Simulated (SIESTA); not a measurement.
TePb:

```
Pb Te
1.0
     0.00000    3.23100    3.23100
     3.23100    0.00000    3.23100
     3.23100    3.23100    0.00000
Pb Te
1 1
Cartesian
  0.0000 0.0000 0.0000
  3.2310 3.2310 3.2310
```

| Quantity | Value |
| --- | --- |
| Program | SIESTA 5.4.2 |
| Task | relaxation of cell and atoms |
| Functional | PBE |
| Potentials or basis | PseudoDojo 0.4 standard (PBE files) |
| Basis | SZ (energy shift 0.005 Ry) |
| Grid cutoff | 500 Ry |
| Energy shift | 0.005 Ry |
| k mesh | 7 × 7 × 7 |
| Occupations | fermi-dirac, width 0.05 eV |
| Spin | no spin polarisation |

At the start: pressure 4.6 GPa; volume 33.73 Å³/atom.

Q: Where does the relaxation end?

A: Over 4 steps the energy falls by 41.7 meV/atom and the volume is 36.86 Å³/atom (+9.3 %); space group Fm-3m (No. 225, to 0.05 Å).

The path:
```csv
step,energy change (eV),largest force (eV/Å),pressure (GPa),volume (Å³)
1,0.0000,0.0000,4.61,67.46
2,-0.0353,0.0000,3.41,68.88
3,-0.0832,0.0000,0.18,73.44
4,-0.0833,0.0000,0.01,73.73
```

Final structure:
```
Pb Te
1.0
     0.00063    3.32846    3.32846
     3.32846    0.00063    3.32846
     3.32846    3.32846    0.00063
Pb Te
1 1
Cartesian
  0.0000 0.0000 0.0000
  3.3288 3.3288 3.3288
```

Caveat: the basis has no polarisation orbitals; the basis of atomic orbitals isn't converged, which shifts pressures, moduli and gaps.
